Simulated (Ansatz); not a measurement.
**PbS (Fm-3m)**

Level of theory: Ansatz 0.2.0, DFT PBE, scalar-relativistic, plane waves, PAW.

Settings: cutoff 420 eV, Γ-centred mesh 10×10×10 on the computed 2-atom cell, Gaussian smearing of 0.02 eV; no spin polarisation.

The structure is relaxed at this level of theory with its symmetry kept.

It takes space group Fm-3m (No. 225, cubic). The conventional cell has a = 6.009 Å, b = 6.009 Å, c = 6.009 Å, α = 90.00°, β = 90.00°, γ = 90.00°. Pb (site symmetry m-3m) has 6 S at 3.00 Å as nearest neighbours. Around S (site symmetry m-3m) lie 6 Pb at 3.00 Å.

| Item | Value |
| --- | --- |
| Volume per atom | 27.12 Å³ |
| Formation energy from the elements' standard states (uncorrected) | -0.550 eV/atom |
| Kohn–Sham band gap | 0.49 eV, direct at L |
| Löwdin character of the top 1 eV of the valence band | S 3p 72 %, Pb 6s 17 %, Pb 6p 8 % |
| Löwdin character of the lowest 1 eV of the conduction band | Pb 6p 70 %, S 3s 15 %, S 3p 10 % |
| Electron masses at the edge by Cartesian direction of the standard setting (m_e; degenerate bands sorted by energy; no spin-orbit coupling) | x: 0.16; y: 0.16; z: 0.16 |
| Hole masses at the edge by Cartesian direction of the standard setting (m_e; degenerate bands sorted by energy; no spin-orbit coupling) | x: 0.15; y: 0.15; z: 0.15 |
| Bulk modulus | 53 GPa |
| Its pressure derivative | 4.3 |
| Bader charges (e) | Pb (1 in the cell) 1.00, S (1 in the cell) -1.00 |

Spin-orbit coupling is left out, which matters for the bands of heavy elements.